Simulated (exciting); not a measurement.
**KCl (Sylvite) under changes of volume**

One of the cells (31.151 Å³/atom); the others are scaled copies at fixed shape and fractional positions:

```
K Cl
1.0
     0.00000    3.14647    3.14647
     3.14647    0.00000    3.14647
     3.14647    3.14647    0.00000
K Cl
1 1
Direct
  0.00000 0.00000 0.00000
  0.50000 0.50000 0.50000
```

| Item | Value |
| --- | --- |
| Program | exciting (release sodium) |
| Functional | PBE |
| Potentials or basis | all-electron LAPW+lo, shipped species files, valence relativity iora* |
| rgkmax | 7.5 |
| k mesh | 7 × 7 × 7 |
| Occupations | fermi-dirac, width 0.05 eV |
| Spin | no spin polarisation |

```csv
volume (Å³/atom),energy over the lowest point (meV/atom),gap on the mesh (eV)
29.282,19.40,5.42
29.905,11.98,5.35
30.528,6.61,5.27
31.151,?,?
31.774,0.69,5.14
32.397,0.00,5.07
33.020,0.39,5.01
```

Task: What does the run at 31.151 Å³/atom give?

Result: Energy over the lowest point 2.96 meV/atom; gap on the mesh 5.20 eV.

Worked out: A Birch-Murnaghan fit of order 3 (a polynomial in V^(-2/3)) to the other rows has its minimum at 32.47 Å³/atom with B0 = V·E''(V) = 16.1 GPa and B' = 5.2. It gives 2.88 meV/atom at 31.151 Å³/atom, against the run's 2.96. A straight line through the other rows of the gap, of slope -3.43 eV per unit of ln V (its deformation potential), gives 5.21 eV, against the run's 5.20.

Energies are extrapolated to zero smearing.

Caveats: an odd mesh through Γ misses points on the zone boundary, where band edges often lie (some runs).
